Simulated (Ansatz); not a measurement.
The system is InAs.

```
CELL_PARAMETERS angstrom
0.00000 3.01800 3.01800
3.01800 0.00000 3.01800
3.01800 3.01800 0.00000
ATOMIC_POSITIONS crystal
In 0.00000 0.00000 0.00000
As 0.75000 0.75000 0.75000
```

| Quantity | Value |
| --- | --- |
| Program | Ansatz 0.2.0 |
| Task | relaxation of cell and atoms |
| Functional | PBE |
| Potentials or basis | Ansatz PAW |
| Cutoff | 420 eV (not typed: the program's choice for these potentials) |
| k mesh | 8 × 8 × 8 |
| Occupations | fermi-dirac, width 0.05 eV |
| Spin | no spin polarisation |

At the start: volume 27.49 Å³/atom.

Q: Where does the relaxation end?

A: It ends after 5 steps and the volume is 29.60 Å³/atom (+7.7 %); space group F-43m (No. 216, to 0.05 Å).

Step by step:
```tsv
step	energy change (eV)	largest force (eV/Å)	volume (Å³)
1	0.0000	0.0000	54.98
2	-0.0477	0.0000	60.48
3	-0.0518	0.0000	59.38
4	-0.0519	0.0000	59.20
5	-0.0528	0.0000	59.20
```

Final structure:
```
In As
1.0
     0.00000    3.09342    3.09342
     3.09342    0.00000    3.09342
     3.09342    3.09342    0.00000
In As
1 1
Direct
  0.00000 0.00000 0.00000
  0.75000 0.75000 0.75000
```

Caveat: the plane-wave basis is chosen anew once the cell has moved, so the energies of steps on either side of that aren't comparable.
